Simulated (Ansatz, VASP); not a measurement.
# HfSi3 in VASP and in Ansatz

```
Hf Si
1.0
    -1.89172    1.89172    4.41936
     1.89172   -1.89172    4.41936
     1.89172    1.89172   -4.41936
Hf Si
1 3
Direct
  0.00000 0.00000 0.00000
  0.50000 0.50000 0.00000
  0.25000 0.75000 0.50000
  0.75000 0.25000 0.50000
```

Alike in both runs: functional PBE; k mesh 16 × 16 × 16; occupations gaussian, width 0.1 eV; no spin polarisation.

Ansatz relaxed the structure, and its values are those at the end. VASP's run is a single point on that final structure, the one shown.

|  | VASP | Ansatz |
| --- | --- | --- |
| version | VASP 6.6.1 | Ansatz 0.2.0 |
| potentials or method | VASP PAW PBE potentials, release 64 (Hf_pv, Si) | scalar-relativistic, plane waves, PAW |
| plane-wave cutoff (eV) | 520 | 420 |
| valence electrons in the cell | 22 | 38 |

```csv
,VASP,Ansatz,Ansatz less VASP
gap on the k mesh at the Fermi level (eV),none,none,-
pressure (GPa),-0.1,0.0,+0.08
```

A gap of «none» marks a metal or a gap that the smearing closes. With one functional, cell and mesh, what is left measures potentials, basis and numerics. The two sets of potentials don't hold the same shells in valence.

The runs have no spin-orbit coupling, so splittings on Hf are missing.
